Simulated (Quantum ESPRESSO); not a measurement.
# HfO2 (P1) in Quantum ESPRESSO: reference runs

How does HfO2 come out in PBE? The cell is run as given.

Everything below comes from runs of Quantum ESPRESSO 7.5. Logs are shortened: lines on timing, memory, paths and dates and some standing lists are left out, and cuts for length are marked.

### Step 1. The structure

The typed cell holds 3 atoms: a = 3.716 Å, b = 3.469 Å, c = 3.928 Å, α = 58.42°, β = 57.10°, γ = 55.14°.

### Step 2. Single point, PBE

Input file pw.in:

```
&CONTROL
  calculation = 'scf'
  prefix = 'pwscf'
  outdir = './tmp'
  pseudo_dir = './pseudo'
  tprnfor = .true.
  tstress = .true.
  disk_io = 'nowf'
/
&SYSTEM
  ibrav = 0
  nat = 3
  ntyp = 2
  ecutwfc = 60
  ecutrho = 440
  nbnd = 19
  occupations = 'smearing'
  smearing = 'fd'
  degauss = 0.00367493
/
&ELECTRONS
  conv_thr = 6d-10
  electron_maxstep = 120
  mixing_beta = 0.5
/
ATOMIC_SPECIES
Hf   178.4900 Hf-sp.oncvpsp.upf
O     15.9990 O.pbe-n-kjpaw_psl.0.1.UPF
CELL_PARAMETERS angstrom
   0.1428399600    2.6750419300    2.5747908500
   2.4191674000    0.2436386600    2.4739921600
   2.6987388300    2.8538146700   -0.0359327800
ATOMIC_POSITIONS crystal
Hf     0.9979745300    0.0021660100    0.9996449700
O      0.2498850400    0.2469299000    0.2558775700
O      0.7521404200    0.7509040900    0.7444774600
K_POINTS automatic
9 10 9 0 0 0
```

Potentials or basis: SSSP 1.3 efficiency PBE.

The run is started by

```console
$ OMP_NUM_THREADS=1 pw.x -in pw.in > pw.out
```

pw.out:

```text
This program is part of the open-source Quantum ESPRESSO suite
     for quantum simulation of materials; please cite
         "P. Giannozzi et al., J. Phys.:Condens. Matter 21 395502 (2009);
         "P. Giannozzi et al., J. Phys.:Condens. Matter 29 465901 (2017);
         "P. Giannozzi et al., J. Chem. Phys. 152 154105 (2020);
     in publications or presentations arising from this work. More details at

     file O.pbe-n-kjpaw_psl.0.1.UPF: wavefunction(s)  2P renormalized

     G-vector sticks info
     --------------------
     sticks:   dense  smooth     PW     G-vecs:    dense   smooth      PW
     Sum        1317     727    233                34897    14047    2587

     Using Slab Decomposition

     bravais-lattice index     =            0
     lattice parameter (alat)  =       7.0215  a.u.
     unit-cell volume          =     223.8162 (a.u.)^3
     number of atoms/cell      =            3
     number of atomic types    =            2
     number of electrons       =        24.00
     number of Kohn-Sham states=           19
     kinetic-energy cutoff     =      60.0000  Ry
     charge density cutoff     =     440.0000  Ry
     scf convergence threshold =      6.0E-10
     mixing beta               =       0.5000
     number of iterations used =            8  plain     mixing
     Exchange-correlation= SLA  PW   PBX  PBC
                           (   1   4   3   4   0   0   0)

     celldm(1)=   7.021496  celldm(2)=   0.000000  celldm(3)=   0.000000
     celldm(4)=   0.000000  celldm(5)=   0.000000  celldm(6)=   0.000000

     crystal axes: (cart. coord. in units of alat)
               a(1) = (   0.038443   0.719946   0.692965 )
               a(2) = (   0.651081   0.065572   0.665836 )
               a(3) = (   0.726323   0.768060  -0.009671 )

     reciprocal axes: (cart. coord. in units 2 pi/alat)
               b(1) = ( -0.791951  0.757727  0.699780 )
               b(2) = (  0.833965 -0.779039  0.763106 )
               b(3) = (  0.671142  0.658231 -0.721092 )

     PseudoPot. # 1 for Hf read from file:
     Hf-sp.oncvpsp.upf
     Pseudo is Norm-conserving + core correction, Zval = 12.0
     Generated using ONCVPSP code by D. R. Hamann
     Using radial grid of 1656 points,  8 beta functions with:
                l(1) =   0
                l(2) =   0
                l(3) =   1
                l(4) =   1
                l(5) =   2
                l(6) =   2
                l(7) =   3
                l(8) =   3

     PseudoPot. # 2 for O  read from file:
     O.pbe-n-kjpaw_psl.0.1.UPF
     Pseudo is Projector augmented-wave + core cor, Zval =  6.0
     Generated using "atomic" code by A. Dal Corso  v.5.0.99 svn rev. 10869
     Shape of augmentation charge: BESSEL
     Using radial grid of 1095 points,  4 beta functions with:
                l(1) =   0
                l(2) =   0
                l(3) =   1
                l(4) =   1
     Q(r) pseudized with 0 coefficients

     atomic species   valence    mass     pseudopotential
     Hf               12.00   178.49000     Hf( 1.00)
     O                 6.00    15.99900     O ( 1.00)

     No symmetry found

   Cartesian axes

     site n.     atom                  positions (alat units)
         1        Hf     tau(   1) = (   0.7658411   1.4864166   0.6833361  )
         2        O      tau(   2) = (   0.3562276   0.3926245   0.3351019  )
         3        O      tau(   3) = (   1.0585456   1.1625414   1.0139864  )

     number of k points=   406  Fermi-Dirac smearing, width (Ry)=  0.0037

     Number of k-points >= 100: set verbosity='high' to print them.

     Dense  grid:    34897 G-vectors     FFT dimensions: (  48,  45,  50)

     Smooth grid:    14047 G-vectors     FFT dimensions: (  36,  36,  40)

     Initial potential from superposition of free atoms

     starting charge      23.9981, renormalised to      24.0000
     Starting wfcs are   18 randomized atomic wfcs +    1 random wfcs

     Self-consistent Calculation

     iteration #  1     ecut=    60.00 Ry     beta= 0.50
     Davidson diagonalization with overlap
     ethr =  1.00E-02,  avg # of iterations =  5.2

     total energy              =    -196.20606808 Ry
     estimated scf accuracy    <       1.07088332 Ry

     iteration #  2     ecut=    60.00 Ry     beta= 0.50
     Davidson diagonalization with overlap
     ethr =  4.46E-03,  avg # of iterations =  2.0

     total energy              =    -196.51673679 Ry
     estimated scf accuracy    <       0.40232729 Ry

     iteration #  3     ecut=    60.00 Ry     beta= 0.50
     Davidson diagonalization with overlap
     ethr =  1.68E-03,  avg # of iterations =  1.6

     total energy              =    -196.59717718 Ry
     estimated scf accuracy    <       0.01082916 Ry

     iteration #  4     ecut=    60.00 Ry     beta= 0.50
     Davidson diagonalization with overlap
     ethr =  4.51E-05,  avg # of iterations =  2.6

     total energy              =    -196.59907850 Ry
     estimated scf accuracy    <       0.00050855 Ry

     iteration #  5     ecut=    60.00 Ry     beta= 0.50
     Davidson diagonalization with overlap
     ethr =  2.12E-06,  avg # of iterations =  3.8

     total energy              =    -196.59908869 Ry
     estimated scf accuracy    <       0.00009426 Ry

     iteration #  6     ecut=    60.00 Ry     beta= 0.50
     Davidson diagonalization with overlap
     ethr =  3.93E-07,  avg # of iterations =  2.0

     total energy              =    -196.59909490 Ry
     estimated scf accuracy    <       0.00001979 Ry

     iteration #  7     ecut=    60.00 Ry     beta= 0.50
     Davidson diagonalization with overlap
     ethr =  8.25E-08,  avg # of iterations =  2.0

     total energy              =    -196.59909849 Ry
     estimated scf accuracy    <       0.00000069 Ry

     iteration #  8     ecut=    60.00 Ry     beta= 0.50
     Davidson diagonalization with overlap
     ethr =  2.86E-09,  avg # of iterations =  2.0

     total energy              =    -196.59909854 Ry
     estimated scf accuracy    <       0.00000062 Ry

     iteration #  9     ecut=    60.00 Ry     beta= 0.50
     Davidson diagonalization with overlap
     ethr =  2.57E-09,  avg # of iterations =  2.0

     total energy              =    -196.59909865 Ry
     estimated scf accuracy    <          2.5E-09 Ry

     iteration # 10     ecut=    60.00 Ry     beta= 0.50
     Davidson diagonalization with overlap
     ethr =  1.04E-11,  avg # of iterations =  3.0

     total energy              =    -196.59909865 Ry
     estimated scf accuracy    <          1.2E-09 Ry

     iteration # 11     ecut=    60.00 Ry     beta= 0.50
     Davidson diagonalization with overlap
     ethr =  4.79E-12,  avg # of iterations =  2.0

     End of self-consistent calculation

     Number of k-points >= 100: set verbosity='high' to print the bands.

     the Fermi energy is    14.0237 ev

!    total energy              =    -196.59909865 Ry
     estimated scf accuracy    <          1.4E-10 Ry
     smearing contrib. (-TS)   =      -0.00000000 Ry
     internal energy E=F+TS    =    -196.59909865 Ry

     The total energy is F=E-TS. E is the sum of the following terms:
     one-electron contribution =     -28.15342797 Ry
     hartree contribution      =      28.53930454 Ry
     xc contribution           =     -43.62484696 Ry
     ewald contribution        =    -134.33834065 Ry
     one-center paw contrib.   =     -19.02178762 Ry

     convergence has been achieved in  11 iterations

     Forces acting on atoms (cartesian axes, Ry/au):

     atom    1 type  1   force =    -0.00343860    0.00317483   -0.00194343
     atom    2 type  2   force =    -0.02719792    0.01427460   -0.03626914
     atom    3 type  2   force =     0.03063652   -0.01744943    0.03821257

     Total force =     0.070625     Total SCF correction =     0.000022

     Computing stress (Cartesian axis) and pressure

          total   stress  (Ry/bohr**3)                   (kbar)     P=       41.94
   0.00104687  -0.00101275   0.00045019          154.00     -148.98       66.23
  -0.00101275  -0.00060176  -0.00043234         -148.98      -88.52      -63.60
   0.00045019  -0.00043234   0.00041012           66.23      -63.60       60.33

=------------------------------------------------------------------------------=
   JOB DONE.
=------------------------------------------------------------------------------=
```

It took 3 min on 1 thread of AMD EPYC 7R13 (Zen 3), shared host; peak memory 0.3 GiB.

Results:

* Free energy: -2674.8670 eV
* Pressure: 4.2 GPa
* Largest force: 1.337 eV/Å
* Band gap on the k mesh: 3.54 eV, indirect (least direct gap 3.76 eV)

Forces in eV/Å, atoms in the order of the input:
```
Hf  -0.088  0.082 -0.050
O   -0.699  0.367 -0.933
O    0.788 -0.449  0.982
```

Caveat: spin-orbit coupling is left out, which moves the levels of the heavy elements; an odd mesh through Γ misses points on the zone boundary, where band edges often lie; forces of over 1 eV/Å show positions far from the minimum, so gaps and moduli don't describe the material at rest.
